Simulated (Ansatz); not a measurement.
Wires are cut from relaxed bulk TiC (Fm-3m, 10.17 Å³/atom, gap on the mesh 0.00 eV); atoms and period are relaxed, and energies count from that bulk.

Method: Ansatz 0.2.0, DFT PBE, scalar-relativistic, plane waves, PAW.

Cutoff 420 eV, Gaussian smearing of 0.05 eV, energies at zero smearing, symmetry of each start kept, no spin polarisation.

```
                              start atoms k mesh excess energy (eV per host atom) line energy (eV/Å) period (Å) gap on the mesh (eV)
[111] wire, 16 host atoms a period*     16   1×1×7                             1.521               4.514       5.389                     0
 [111] wire, 20 host atoms a period     20   1×1×7                             1.452               3.827       7.591                  0.25
```

* ends far from its start.

An odd mesh misses points on the zone edge, so a gap read on it can be too wide.

Each run keeps its start's symmetry and one magnetic start, so lower states can exist.

Cost: 2 runs of about 32 core-minutes in all, on Intel Xeon Platinum 8259CL (Skylake/Cascade Lake) (shared hosts).